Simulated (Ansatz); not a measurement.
Take a crystal in which Hg has been replaced by Cd on all its sites, with the cell rescaled by a rough guess (in some cases also distorted within its space group) and nothing relaxed:

```cif
data_structure
_symmetry_space_group_name_H-M 'P 1'
_symmetry_Int_Tables_number 1
_cell_length_a 4.1837
_cell_length_b 4.1837
_cell_length_c 4.1837
_cell_angle_alpha 60.000
_cell_angle_beta 60.000
_cell_angle_gamma 60.000
_cell_volume 51.78
loop_
_atom_site_label
_atom_site_type_symbol
_atom_site_fract_x
_atom_site_fract_y
_atom_site_fract_z
_atom_site_occupancy
Cd1 Cd 0.00000 0.00000 0.00000 1
F1 F 0.25000 0.25000 0.25000 1
F2 F 0.75000 0.75000 0.75000 1
```

All numbers below come from DFT PBEsol, scalar-relativistic, plane waves, PAW in Ansatz.

Cutoff 420 eV; k points 8×8×8 on the computed 3-atom cell (Γ-centred); Gaussian smearing, width 0.02 eV; no spin polarisation.

Task: What pressure does the cell carry?

Result: The pressure is -15.4 GPa (positive in compression), so the cell would contract.

Task: Is it a metal on this mesh?

Result: No: the gap is 2.01 eV, the least direct gap 2.50 eV.

Task: What is its energy against the elements in their standard states?

Result: -1.903 eV/atom at this unrelaxed geometry, with the elements in the same functional.